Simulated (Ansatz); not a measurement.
Ru in several cubic structure types, each at its own equilibrium volume.

All numbers below come from Ansatz 0.2.0 development build, PBE, plane waves, PAW datasets (generated hard set).

Settings: cutoff 700 eV; no spin polarisation; Fermi–Dirac smearing of 0.0612 eV; k-meshes 17³ (diamond), 25³ (fcc).

(1) Rank the structures by energy per atom, lowest first.
A. fcc
B. diamond

(2) Give the equilibrium volume and bulk modulus of each.

Answers

(1) A (0.0 meV/atom), B (1074 meV/atom).

(2) 
| structure | V₀ (Å³/atom) | B₀ (GPa) |
| --- | --- | --- |
| diamond | 20.29 | 163 |
| fcc | 13.83 | 306 |

Only these cubic types are compared here; the real ground state can be another structure or magnetic.

Model structures, not the usual forms at ambient conditions (metastable or hypothetical): Ru (diamond type), Ru (fcc type). The k-mesh is modest, so these values aren't fully converged in k.
